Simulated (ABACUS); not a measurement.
The system is NiO.

```
Ni O
1.0
     0.00000    2.08590    2.08590
     2.08590    0.00000    2.08590
     2.08590    2.08590    0.00000
Ni O
1 1
Direct
  0.00000 0.00000 0.00000
  0.50000 0.50000 0.50000
```

Program: ABACUS 3.10.1. Alike in all runs: task single point; spin collinear, ferromagnetic start; cell as given; k mesh 9 × 9 × 9; smearing fermi-dirac 0.05 eV.

Problem. Order these runs on this cell by their pressure, lowest first.
A. level BP86; potentials or basis Ansatz NC PBE, plane waves; cutoff (eV) 1401
B. level RPBE; potentials or basis PseudoDojo NC SR 0.5 PBE standard, plane waves; cutoff (eV) 1333
C. level PBEsol; potentials or basis PseudoDojo NC SR 0.4 PBEsol stringent, plane waves; cutoff (eV) 1429

Solution. C (-5.8 GPa), A (5.6 GPa), B (12.1 GPa).

Caveats: a cell with one magnetic atom can't hold antiferromagnetic order, which such compounds often take; the potentials were made for another functional, which shifts forces and pressure (some runs).

Runs at the PBE level aren't shown here.
